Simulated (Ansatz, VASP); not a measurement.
# MoS2: VASP beside Ansatz

The input INCAR:

```
PREC = Accurate ; ENCUT = 520
EDIFF = 1E-7 ; ISMEAR = -1
SIGMA = 0.05 ; LREAL = False
LASPH = True ; NELM = 80
ALGO = Normal ; ISIF = 2
LWAVE = False ; LCHARG = False
GGA = PE ; NBANDS = 20
```

The input KPOINTS:

```
regular mesh
0
Gamma
  10 10 10
```

POSCAR

```
MoS2
1.0
    1.5531337754      0.8967022033      5.9901657895
   -1.5531337754      0.8967022033      5.9901657895
    0.0000000000     -1.7934044066      5.9901657895
Mo S
1 2
Direct
    0.0000000000      0.0000000000      0.0000000000
    0.2500000000      0.2500000000      0.2500000000
    0.7500000000      0.7500000000      0.7500000000
```

The input input.yaml:

```yaml
crystal:
  lattice:
    - [1.5531337754, 0.8967022033, 5.9901657895]
    - [-1.5531337754, 0.8967022033, 5.9901657895]
    - [0.0, -1.7934044066, 5.9901657895]
  atoms:
    - { symbol: Mo, position: [0.0, 0.0, 0.0] }
    - { symbol: S, position: [0.25, 0.25, 0.25] }
    - { symbol: S, position: [0.75, 0.75, 0.75] }
hamiltonian:
  xc: pbe
  pseudopotentials: { kind: paw }
kpoints:
  mp_grid: { grid: [10, 10, 10] }
scf:
  occupations: { method: fermi_dirac, width: 0.05 }
output:
  forces: true
  stress: true
  eigenvalues: true
  write_density: true
  write_potential: true
  elf: true
  volumetric_format: npy
```

Change from the starting cell: volume scaled by 0.94.

Alike in both runs: task single point; functional PBE; k mesh 10 × 10 × 10; occupations fermi-dirac, width 0.05 eV; no spin polarisation.

|  | VASP | Ansatz |
| --- | --- | --- |
| version | VASP 6.6.1 | Ansatz 0.2.0 |
| potentials or method | VASP PAW PBE potentials, release 64 (Mo_sv, S) | Ansatz PAW |
| plane-wave cutoff (eV) | 520 | 420 |
| valence electrons in the cell | 26 | 26 |

|  | VASP | Ansatz | Ansatz less VASP |
| --- | --- | --- | --- |
| gap on the k mesh at the Fermi level (eV) | none | none | - |
| pressure (GPa) | 19.4 | 19.6 | +0.18 |
| largest component of the traceless stress (GPa) | 4.05 | 4.05 | +0.001 |
| rms of the force components (eV/Å) | 1.039 | 1.047 | +0.0081 |

Atom by atom the forces differ by 0.008 eV/Å (rms over components). A gap of «none» marks a metal or a gap that the smearing closes.

Caveats: the cell's inner coordinates are idealised or old, which leaves forces on the atoms.
